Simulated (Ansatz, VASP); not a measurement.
This is a calculation of TaN for VASP 6.6.1.

File INCAR:

```
ALGO     = Normal         # electronic algorithm
EDIFF    = 1E-6           # SCF threshold, eV
ENCUT    = 520            # plane-wave cutoff, eV
GGA      = PE             # functional
ISIF     = 2              # what is computed and relaxed
ISMEAR   = -1             # smearing method
LASPH    = T              # aspherical terms in the spheres
LCHARG   = T              # write CHGCAR
LELF     = T              # ELF
LREAL    = F              # projectors in reciprocal space
LVHAR    = T            
LWAVE    = F              # write WAVECAR
NBANDS   = 15             # bands
NELM     = 80             # most SCF steps
PREC     = Accurate       # precision mode
SIGMA    = 0.05           # smearing width, eV
```

Contents of KPOINTS:

```
k-points
0
Gamma
  10 10 9
```

POSCAR

```
TaN
1.0
    2.9766623284      0.0000000000      0.0000000000
   -1.4883311642      2.5778651949      0.0000000000
    0.0000000000      0.0000000000      2.9209385612
Ta N
1 1
Direct
    0.0000000000      0.0000000000      0.5000000000
    0.6666666667      0.3333333333      0.0000000000
```

Potentials or basis: VASP PAW PBE potentials, release 64 (Ta_pv, N).

Launch:

```sh
$ cat potpaw_PBE.64/Ta_pv/POTCAR potpaw_PBE.64/N/POTCAR > POTCAR
$ mpirun -np 1 vasp_std > vasp.out
```

**Question.** Translate it to Ansatz 0.2.0. Potentials there: all-electron LAPW, scalar-relativistic.

**Answer.** As run (the cutoff follows the program's own potentials):

input.yaml

```yaml
crystal:
  lattice:
    - [2.9766623284, 0.0, 0.0]
    - [-1.4883311642, 2.5778651949, 0.0]
    - [0.0, 0.0, 2.9209385612]
  atoms:
    - { symbol: Ta, position: [0.0, 0.0, 0.5] }
    - { symbol: "N", position: [0.6666666667, 0.3333333333, 0.0] }
kpoints:
  mp_grid: { grid: [10, 10, 9] }
scf:
  occupations: { method: fermi_dirac, width: 0.05 }
hamiltonian:
  xc: pbe
  pseudopotentials: { kind: all_electron, lapw: { basis_error: 0.0005 } }
output:
  forces: true
  stress: true
  eigenvalues: true
```

Potentials or basis: all-electron LAPW, scalar-relativistic.

Command:

```bash
$ ansatz run input.yaml --threads 1 --pin off --max-ram 2560MiB --backend cpu --events-out ev --progress --plain --runs-dir out
```

Both were run:

|  | VASP | Ansatz | Ansatz less VASP |
| --- | --- | --- | --- |
| gap on the k mesh at the Fermi level (eV) | none | none | - |
| pressure (GPa) | -7.7 | -8.0 | -0.31 |
| largest component of the traceless stress (GPa) | 0.19 | 0.26 | +0.066 |

A gap of «none» marks a metal or a gap that the smearing closes. Ansatz ran all-electron here, so the differences hold the error of VASP's frozen core and of both bases.

Spin-orbit coupling is left out, which matters for the levels of Ta.
